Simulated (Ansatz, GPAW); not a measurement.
This is a calculation of CoO for Ansatz 0.2.0. 

File input.yaml:

```yaml
crystal:
  lattice:
    - [0.0, 2.1315, 2.1315]
    - [2.1315, 0.0, 2.1315]
    - [2.1315, 2.1315, 0.0]
  atoms:
    - { symbol: Co, position: [0.0, 0.0, 0.0], spin: 2.0 }
    - { symbol: O, position: [0.5, 0.5, 0.5] }
kpoints:
  mp_grid: { grid: [11, 11, 11] }
scf:
  occupations: { method: gaussian, width: 0.014 }
hamiltonian:
  xc: pbe
  pseudopotentials: { kind: all_electron, lapw: { basis_error: 0.001 } }
magnetization:
  spin_polarized: true
output:
  forces: true
  stress: true
  eigenvalues: true
```

Potentials or basis: all-electron LAPW, scalar-relativistic.

The run is started by

```sh
$ ansatz run input.yaml --threads 2 --pin off --max-ram 6144MiB --backend cpu --events-out ev --progress --plain --runs-dir out
```

Problem. Set up the same calculation for GPAW 26.7.0 (ASE script). Potentials or basis there: GPAW PAW data sets (gpaw-data 1.2.1), cutoff 800 eV.

Solution. As run (cutoffs and basis follow the program's own potentials, and thresholds, step limits or extra output files can differ):

File run.py:

```python
from ase import Atoms
from ase.dft.bandgap import bandgap
from ase.io import write
from ase.units import GPa
from gpaw import GPAW, PW

atoms = Atoms(['Co', 'O'],
              cell=[[0.0, 2.1315, 2.1315],
                    [2.1315, 0.0, 2.1315],
                    [2.1315, 2.1315, 0.0]],
              scaled_positions=[[0.0, 0.0, 0.0],
                                [0.5, 0.5, 0.5]],
              pbc=True)
atoms.set_initial_magnetic_moments([2.0, 0.0])

calc = GPAW(mode=PW(800),
            xc='PBE',
            kpts={'size': (11, 11, 11), 'gamma': True},
            occupations={'name': 'methfessel-paxton', 'order': 0, 'width': 0.014},
            nbands=17,
            convergence={'density': 1e-05, 'energy': 1e-05},
            maxiter=150,
            txt='gpaw.txt')
atoms.calc = calc
energy = atoms.get_potential_energy()
forces = atoms.get_forces()
stress = atoms.get_stress()
calc.write('gs.gpw')
write('result.traj', atoms)
print(f'Energy: {energy:.6f} eV')
print('Forces (eV/A):')
print(forces.round(4))
print('Stress (GPa):', (stress / GPa).round(3))
print('Moments:', calc.get_magnetic_moments().round(3))
print('Fermi level:', round(calc.get_fermi_level(), 4), 'eV')
print(f'Gap: {bandgap(calc)[0]:.4f} eV, direct: {bandgap(calc, direct=True)[0]:.4f} eV')
```

Potentials or basis: GPAW PAW data sets (gpaw-data 1.2.1), pw.

Command:

```console
$ OMP_NUM_THREADS=1 python run.py
```

Both were run:

|  | Ansatz | GPAW |
| --- | --- | --- |
| Pressure | -1.6 GPa | -1.0 GPa |
| Net moment | 2.98 μB per cell | 2.99 μB per cell |

Where Ansatz's input types no cutoff or centring, it takes its own default and a Γ-centred mesh.

The magnetic state is the one that the start led to; the real crystal's order can differ.

Pressure is positive in compression.
